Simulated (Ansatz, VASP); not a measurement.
**P in VASP and in Ansatz**

File INCAR:

```
SYSTEM = P
PREC = Accurate
ENCUT = 520
EDIFF = 1E-6
ISMEAR = -1
SIGMA = 0.1
LREAL = .FALSE.
LASPH = .TRUE.
NELM = 100
ALGO = Normal
ISIF = 2
LWAVE = .FALSE.
LCHARG = .FALSE.
GGA = B5
ALDAX = 1.0
AGGAX = 1.0
AGGAC = 1.0
ALDAC = 0.0
NBANDS = 8
```

File KPOINTS:

```
Automatic mesh
0
G
  16 16 16
  0 0 0
```

File POSCAR:

```
P
1.0
   -1.6579447491      1.6579447491      1.6579447491
    1.6579447491     -1.6579447491      1.6579447491
    1.6579447491      1.6579447491     -1.6579447491
P
1
Direct
    0.0000000000      0.0000000000      0.0000000000
```

Input for Ansatz:

```yaml
crystal:
  lattice:
    - [-1.6579447491, 1.6579447491, 1.6579447491]
    - [1.6579447491, -1.6579447491, 1.6579447491]
    - [1.6579447491, 1.6579447491, -1.6579447491]
  atoms:
    - { symbol: P, position: [0.0, 0.0, 0.0] }
hamiltonian:
  xc: blyp
  pseudopotentials:
    kind: paw
    azcp:
      P: "pseudopotentials/P.paw.azcp"
basis:
  ecutwfc: 420
  fft_grid_basis: typed
kpoints:
  mp_grid: { grid: [16, 16, 16], shift: [0, 0, 0] }
magnetization:
  spin_polarized: false
scf:
  occupations: { method: fermi_dirac, width: 0.1 }
  lower_state_search: "off"
output:
  stress: true
  write_density: true
  write_potential: true
  elf: true
  volumetric_format: npy
```

Alike in both runs: task single point; functional BLYP; k mesh 16 × 16 × 16; occupations fermi-dirac, width 0.1 eV; no spin polarisation.

|  | VASP | Ansatz |
| --- | --- | --- |
| version | VASP 6.6.1 | Ansatz 0.2.0 |
| potentials or method | VASP PAW PBE potentials, release 64 (P) | plane waves (420 eV) with PAW, scalar-relativistic |
| plane-wave cutoff (eV) | 520 | 420 |
| valence electrons in the cell | 5 | 5 |

```csv
,VASP,Ansatz,Ansatz less VASP
pressure (GPa),-6.1,-6.2,-0.10
```

With one functional, cell and mesh, what is left measures potentials, basis and numerics.

Caveats: the PAW data sets were made with another functional, which shifts forces and pressure a little (VASP).
